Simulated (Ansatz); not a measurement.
Input of an Ansatz 0.2.0 run:

The input input.yaml:

```yaml
crystal:
  lattice:
    - [0.0, 2.4734634191, 2.4734634191]
    - [2.4734634191, 0.0, 2.4734634191]
    - [2.4734634191, 2.4734634191, 0.0]
  atoms:
    - { symbol: Mn, position: [0.0, 0.0, 0.0], spin: 3.0 }
    - { symbol: S, position: [0.75, 0.75, 0.75] }
hamiltonian:
  xc: pbe
  pseudopotentials: { kind: paw }
magnetization:
  spin_polarized: true
  initial_magnetization: 3.0
  spin_locking: { lock_magnetization: hard }
kpoints:
  mp_grid: { grid: [8, 8, 8] }
scf:
  occupations: { method: fermi_dirac, width: 0.05 }
  lower_state_search: "off"
output:
  forces: true
  stress: true
  eigenvalues: true
```

Potentials or basis: Ansatz PAW.

The run is started by

```bash
$ ansatz run input.yaml --threads 2 --pin off --max-ram 5632MiB --backend cpu --events-out ev --progress --plain --runs-dir out
```

**Question.** Predict the pressure.

**Answer.** 23.6 GPa.

Caveat: the total moment is fixed, so each spin has its own Fermi level; a cell with one magnetic atom can't hold antiferromagnetic order, which such compounds often take; the thresholds are loose for stress.
